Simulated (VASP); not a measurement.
Write the native input for VASP 6.6.1 that does the following.

| Item | Value |
| --- | --- |
| Task | relaxation of the atoms |
| Functional | PBE |
| Dispersion | D3(BJ) |
| Potentials or basis | VASP PAW PBE potentials, release 64 (Sr_sv, Ti_sv, O) |
| Cutoff | 600 eV |
| k mesh | 8 × 8 × 8 |
| Occupations | gaussian, width 0.03 eV |
| Spin | no spin polarisation |
| Further INCAR settings | ALGO = Normal; EDIFF = 1e-07; IBRION = 2; EDIFFG = -0.01; NSW = 40 |

The structure of SrTiO3 (Tausonite) lies in POSCAR:

```
SrTiO3                                  
1.0
    3.8604328873      0.0000000000      0.0000000000
    0.0000000000      3.8604328873      0.0000000000
    0.0000000000      0.0000000000      3.8604328873
  Sr              Ti              O             
     1     1     3
Direct
     0.5000000000000000    0.5000000000000000    0.5000000000000000
     0.0000000000000000    0.0000000000000000    0.0000000000000000
     0.5000000000000000    0.0000000000000000    0.0000000000000000
     0.0000000000000000    0.5000000000000000    0.0000000000000000
     0.0000000000000000    0.0000000000000000    0.5000000000000000
```

The cell isn't the ideal one: a relaxed cell with its volume scaled by 0.96.

These files were run (other wordings do the same):

INCAR

```
SYSTEM = SrTiO3
  ALGO = Normal
  EDIFF = 1E-7
  EDIFFG = -0.01
  ENCUT = 600
  GGA = PE
  IBRION = 2
  ISIF = 2
  ISMEAR = 0
  IVDW = 12
  LASPH = .TRUE.
  LCHARG = .FALSE.
  LREAL = .FALSE.
  LWAVE = .FALSE.
  NELM = 80
  NSW = 40
  PREC = Accurate
  SIGMA = 0.03
```

KPOINTS

```
k-points
0
G
  8 8 8
  0 0 0
```

Potentials or basis: VASP PAW PBE potentials, release 64 (Sr_sv, Ti_sv, O).

The run is started by

```bash
$ cat potpaw_PBE.64/Sr_sv/POTCAR potpaw_PBE.64/Ti_sv/POTCAR potpaw_PBE.64/O/POTCAR > POTCAR
$ mpirun -np 1 vasp_std > vasp.out
```

It gave:

- Pressure after relaxing: 7.9 GPa
- Band gap on the k mesh: 1.92 eV, indirect (least direct gap 2.25 eV)
- Dispersion energy per atom: -0.275 eV

Caveat: the relaxation stopped at its first step, so nothing moved.

Run time: 23 s on 1 thread of Intel(R) Xeon(R) 6975P-C (Granite Rapids), on a shared host, peak memory 0.23 GiB.
